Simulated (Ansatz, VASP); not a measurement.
**BN: VASP beside Ansatz**

The input INCAR:

```
ALGO = Normal ; EDIFF = 1E-7
ENCUT = 520 ; GGA = PE
ISIF = 2 ; ISMEAR = 0
LASPH = T ; LCHARG = T
LELF = T ; LREAL = F
LVHAR = T ; LWAVE = F
NBANDS = 16 ; NELM = 100
PREC = Accurate ; SIGMA = 0.01
```

The input KPOINTS:

```
k-points
0
Gamma
  12 12 4
```

POSCAR

```
BN
1.0
    2.4982400000      0.0000000000      0.0000000000
   -1.2491200000      2.1635393048      0.0000000000
    0.0000000000      0.0000000000      6.6357000000
B N
2 2
Direct
    0.3333333333      0.6666666667      0.2500000000
    0.6666666667      0.3333333333      0.7500000000
    0.3333333333      0.6666666667      0.7500000000
    0.6666666667      0.3333333333      0.2500000000
```

Input for Ansatz:

```yaml
crystal:
  lattice:
    - [2.49824, 0.0, 0.0]
    - [-1.24912, 2.1635393048, 0.0]
    - [0.0, 0.0, 6.6357]
  atoms:
    - { symbol: B, position: [0.3333333333, 0.6666666667, 0.25] }
    - { symbol: B, position: [0.6666666667, 0.3333333333, 0.75] }
    - { symbol: "N", position: [0.3333333333, 0.6666666667, 0.75] }
    - { symbol: "N", position: [0.6666666667, 0.3333333333, 0.25] }
scf:
  occupations: { method: fixed }
output:
  forces: false
  stress: false
  eigenvalues: true
  optics:
    e_range: [0, 8]
    de: 0.05
    sigma: 0.1
    bands: { spectra_wanted_up_to: 12 }
    nscf_kmesh: { grid: [24, 24, 8] }
  write_density: true
  write_potential: true
  elf: true
  volumetric_format: npy
kpoints:
  mp_grid: { grid: [12, 12, 4] }
```

Alike in both runs: task single point; functional PBE; k mesh 12 × 12 × 4; no spin polarisation.

|  | VASP | Ansatz |
| --- | --- | --- |
| version | VASP 6.6.1 | Ansatz 0.2.0 |
| potentials or method | VASP PAW PBE potentials, release 64 (B, N) | scalar-relativistic, plane waves, PAW |
| plane-wave cutoff (eV) | 520 | 420 |
| occupations | gaussian, width 0.01 eV | fixed |
| valence electrons in the cell | 16 | 16 |

```csv
,VASP,Ansatz,Ansatz less VASP
gap on the k mesh at the Fermi level (eV),4.29,4.29,+0.008
least direct gap on the mesh (eV),4.66,4.66,+0.003
```

 A k mesh can miss the band edges. A hybrid or GW would open this gap; PBE tends to underestimate it.
